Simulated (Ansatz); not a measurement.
**Sb under changes of volume**

One of the cells (29.904 Å³/atom); the others are scaled copies at fixed shape and fractional positions:

```
Sb
1.0
     3.12240    0.00000    0.00000
     0.00000    4.34752    0.00000
    -0.03891    0.00000    4.40585
Sb
2
Direct
  0.01139 0.25000 0.24117
  0.98861 0.75000 0.75883
```

This isn't the form of Sb at room conditions, which is rhombohedral.

* Program: Ansatz 0.2.0
* Functional: PBEsol
* Potentials or basis: Ansatz PAW
* Cutoff: 420 eV (not typed: the program's choice for these potentials)
* k mesh: 9 × 6 × 6
* Occupations: fermi-dirac, width 0.05 eV
* Spin: no spin polarisation

| volume (Å³/atom) | energy over the lowest point (meV/atom) | pressure (GPa) | largest force (eV/Å) |
| --- | --- | --- | --- |
| 28.110 | 2.58 | 1.4 | 0.139 |
| 28.708 | 0.00 | 0.1 | 0.103 |
| 29.306 | ? | ? | ? |
| 29.904 | 8.59 | -2.2 | 0.045 |
| 30.502 | 18.72 | -3.2 | 0.032 |
| 31.100 | 32.17 | -4.0 | 0.039 |
| 31.698 | 48.57 | -4.8 | 0.057 |

Question: What does the run at 29.306 Å³/atom give?

Answer: Energy over the lowest point 2.18 meV/atom; pressure -1.1 GPa; largest force 0.071 eV/Å.

Worked out: A Birch-Murnaghan fit of order 3 (a polynomial in V^(-2/3)) to the other rows has its minimum at 28.72 Å³/atom with B0 = V·E''(V) = 61 GPa and B' = 4.8 at fixed shape and positions, which overstates the stiffness. It gives 2.19 meV/atom at 29.306 Å³/atom, against the run's 2.18, and -dE/dV = -1.2 GPa, against -1.1.

Energies are extrapolated to zero smearing.

Caveats: the PAW data sets come from PBE, with cores solved anew for the run's functional, which leaves a small shift of forces and pressure.
